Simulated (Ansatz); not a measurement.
input.yaml (Ansatz)

```yaml
crystal:
  lattice:
    - [3.1147300938, 1.7982902581, 3.8035051033]
    - [-3.1147300938, 1.7982902581, 3.8035051033]
    - [0.0, -3.5965805163, 3.8035051033]
  atoms:
    - { symbol: Hg, position: [0.0, 1.0, 0.0] }
hamiltonian:
  xc: blyp
  pseudopotentials:
    kind: paw
    azcp:
      Hg: "pseudopotentials/Hg.paw.azcp"
basis:
  ecutwfc: 420
  fft_grid_basis: typed
kpoints:
  mp_grid: { grid: [4, 4, 4], shift: [0, 0, 0] }
magnetization:
  spin_polarized: false
scf:
  occupations: { method: fermi_dirac, width: 0.1 }
```

Terminal output

```
Engine: ansatz 0.2.0, x86_64-unknown-linux-gnu
Pseudopotentials: kind: paw
Pseudopotential: Hg, paw, valence charge 20, recommended cutoff 420 eV (normal) 
Functional definition: BLYP
  parameter beta = 0.0042
  parameter a = 0.04918
  parameter b = 0.132
  parameter c = 0.2533
  parameter d = 0.349
  exchange = b88_x(beta = beta)
  correlation = lyp_c(a = a, b = b, c = c, d = d)
Crystal: 1 atoms, lattice volume = 127.825 Å³
Basis set: ecut = 420 eV, 2509 PW (Γ), exchange–correlation on 72×72×72 points (8 copies of the dense FFT grid, shifted against one another)
Bands: 14, of which v1, the nominal top of the filled ones, is band 10 counted from 1 (9 counted from 0)
Symmetry: 12 space group operations
Space group: R-3m (ITA 166), of the structure as read, at distance tolerance 5.0e-5 Å
k-points: 13 of 64
Non-local potential: Hg, projectors of the file, l = 0: 3, l = 1: 2, l = 2: 2, l = 3: 1
PAW form: soft (Blöchl's): semilocal exchange-correlation on the pseudo side does not see the compensation charge
PAW frozen core: Hg, regenerated for the run's functional, and the local potential with it (the file was generated under x = pbe(κ = 0.804, μ = 0.2195149727645171), c = pbe(β = 0.06672455060314922))
PAW one-centre angular grid: Hg, 590 points (default); XC on 64 Gauss nodes
Initial density: superposition of atomic densities (neutral atoms: chi_scale 0, normalization atom), corrected by the library's trained network
Initial wavefunctions: pseudopotential atomic-orbital guess
Functional: x = b88, c = lyp
SCF iter   1: F=—  HF=-13841.170192 eV  |F-HF|=—  |Δ(HF+E_count)|=         —  Δρ=2.39e-3  dr2=1.02e-2  ethr=1.77e-3  ⟨swp⟩=4.8  Hψ=912  notcnv=0
SCF iter   2: F=—  HF=-13841.166952 eV  |F-HF|=—  |Δ(HF+E_count)|=   3.24e-3  Δρ=9.05e-4  dr2=6.64e-4  ethr=5.12e-5  ⟨swp⟩=2.0  Hψ=366  notcnv=0
SCF iter   3: F=—  HF=-13841.166719 eV  |F-HF|=—  |Δ(HF+E_count)|=   2.33e-4  Δρ=2.23e-4  dr2=2.35e-5  ethr=3.32e-6  ⟨swp⟩=2.0  Hψ=288  notcnv=0
SCF iter   4: F=—  HF=-13841.166698 eV  |F-HF|=—  |Δ(HF+E_count)|=   2.16e-5  Δρ=3.42e-5  dr2=4.38e-7  ethr=1.17e-7  ⟨swp⟩=2.8  Hψ=312  notcnv=0
iter 5 did not close the SCF: its close was put off for the readings that it lacked (scf_convergence_deferred on its scf_iter line)
SCF iter   5: F=-13841.166698 eV  HF=-13841.166698 eV  |F-HF|=9.28e-10  |Δ(HF+E_count)|=   3.40e-8  Δρ=2.30e-6  dr2=4.22e-9  ethr=2.19e-9  ⟨swp⟩=2.5  Hψ=312  notcnv=0
SCF iter   6: F=-13841.166698 eV  HF=-13841.166698 eV  |F-HF|=9.82e-11  |Δ(HF+E_count)|=  7.28e-11  Δρ=3.63e-7  dr2=1.32e-10  ethr=2.11e-11  ⟨swp⟩=1.0  Hψ=503  notcnv=0
SCF 1 converged in 6 iterations: F = -13841.166698 eV  dr2 = 1.32e-10
SCF converged after 6 iterations
Free energy (F): -13841.166698 eV
Harris-Foulkes:  -13841.166698 eV  (|F-HF|=9.82e-11)
Internal energy: -13841.166698 eV  (E = F + TS)
E sigma→0 (E₀):  -13841.166698 eV
Fermi energy:    -0.771169 eV
--- Per-component energies (eV) ---
  E_band       = -674.237078
  E_kinetic    = 605.025706
  E_local      = -4718.248767  (includes V_loc(G=0)·N_el)
  E_nonlocal   = 69.841335
  E_hartree    = 2034.563401
  E_xc         = -217.191934
  E_vxc        = -257.138831  (∫ρ·V_xc dr)
  E_paw        = -9976.569602  (= ΣΔE_a)
  E_vpaw       = -442.845034  (= ΣTr[D̂ρ^β])
  E_aug_tail   = 0.000892  (compensation charges beyond the density's cutoff)
  E_ewald      = -1638.737939
  E_core_change = 0.150209  (= ΣΔE_core)
  E_smearing   = -0.000000  (= −TS)
  E_closure    = 0.000000  (closes the sum)
  Σ components = -13841.166698   (vs F -13841.166698, Δ=0.00e0)
```
